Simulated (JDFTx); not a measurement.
Here is a JDFTx 1.7.0 (patched build) calculation.

The input NiO.in:

```
lattice \
    0.0000000000     2.0859016414     2.0859016414 \
    2.0859016414     0.0000000000     2.0859016414 \
    2.0859016414     2.0859016414     0.0000000000
latt-scale 1.889726124626 1.889726124626 1.889726124626
coords-type Lattice
ion Ni     0.0000000000     0.0000000000     0.0000000000 1
ion O      0.5000000000     0.5000000000     0.5000000000 1

ion-species pseudo/Ni.upf
ion-species pseudo/O.upf
elec-cutoff 49 392
elec-ex-corr gga-PBEsol
kpoint-folding 11 11 11
elec-smearing Fermi 0.0018374661
elec-n-bands 19
spintype z-spin
initial-magnetic-moments Ni 1
elec-initial-magnetization 1 no
electronic-SCF nIterations 100 energyDiffThreshold 1e-09
electronic-minimize nIterations 30 energyDiffThreshold 1e-7
converge-empty-states yes
forces-output-coords Cartesian

dump-name run.$VAR
dump End Ecomponents EigStats BandEigs Kpoints Forces Stress ElecDensity
```

Potentials or basis: PseudoDojo-SR-PBEsol-0.4.1-standard with smoothed tails.

Run with:

```console
$ jdftx -c 1 -i NiO.in -o NiO.out
```

**Question.** Estimate the Loewdin charges.

**Answer.** Ni +1.03; O -0.92 e.

**Question.** Predict the net moment.

**Answer.** 1.55 μB per cell.

**Question.** Estimate the band gap on the k mesh.

**Answer.** None (metal or under the smearing width).

Caveat: a cell with one magnetic atom can't hold antiferromagnetic order, which such compounds often take; semilocal functionals often make such compounds metallic where correlation or magnetic order opens a gap, which also shifts bond lengths.

The gap isn't set beside the measured one, since this odd mesh misses points on the zone boundary.
